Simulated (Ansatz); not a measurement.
**Response of Sc to small distortions**

```xyz
1
Lattice="0.0000 2.3268 2.3268 2.3268 0.0000 2.3268 2.3268 2.3268 0.0000" Properties=species:S:1:pos:R:3 pbc="T T T"
Sc    0.0000    0.0000    0.0000
```

Structure from Materials Project entry mp-36 (possibly hypothetical), not relaxed further.

Spin polarisation is left out, and whether a magnetic state lies lower isn't shown here.

Method: Ansatz 0.2.0, DFT, LDA, all-electron LAPW, scalar-relativistic.

Settings: a Γ-centred 13×13×13 k mesh, Fermi–Dirac smearing of 0.08 eV, basis error target 0.25 meV/atom, no spin polarisation.

The unchanged cell is at -5.59 GPa.

In a metal, stresses and small energies carry noise from the k mesh.

x, y and z are the Cartesian axes of the cell as listed; fractional coordinates follow a strain, and an engineering shear is twice the off-diagonal strain component.

Question: With this change (equal xy, yz and zx engineering shear strains of +1 %), what becomes of the energy and stress?

Answer: Energy change under 1 meV/atom; stress change (xx, yy, zz, yz, xz, xy) 0.01, 0.01, 0.01, -0.29, -0.29, -0.29 GPa, compression positive.

Question: With this change (equal xy, yz and zx engineering shear strains of -1.5 %), what becomes of the energy and stress?

Answer: Energy change +1 meV/atom; stress change (xx, yy, zz, yz, xz, xy) 0.02, 0.02, 0.02, 0.44, 0.44, 0.44 GPa, compression positive.
